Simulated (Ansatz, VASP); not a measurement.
Al in VASP and in Ansatz

```xyz
1
Lattice="0.0000 2.0645 2.0645 2.0645 0.0000 2.0645 2.0645 2.0645 0.0000" Properties=species:S:1:pos:R:3 pbc="T T T"
Al    0.0000    0.0000    0.0000
```

Alike in both runs: task single point; functional SVWN5; k mesh 11 × 11 × 11; occupations fermi-dirac, width 0.05 eV; no spin polarisation.

|  | VASP | Ansatz |
| --- | --- | --- |
| version | VASP 6.6.1 | Ansatz 0.2.0 |
| potentials or method | VASP PAW PBE potentials, release 64 (Al) | Ansatz PAW |
| plane-wave cutoff (eV) | 520 | 420 |
| valence electrons in the cell | 3 | 3 |

```tsv
	VASP	Ansatz	Ansatz less VASP
gap on the k mesh at the Fermi level (eV)	none	none	-
pressure (GPa)	-6.8	-7.2	-0.32
```

A gap of «none» marks a metal or a gap that the smearing closes. The functional is the same, so the differences come from potentials, cutoffs and numerics.

Caveats: the PAW data sets were made with another functional, which shifts forces and pressure a little (VASP); the PAW data sets come from PBE, with cores solved anew for the run's functional, which leaves a small shift of forces and pressure (Ansatz).
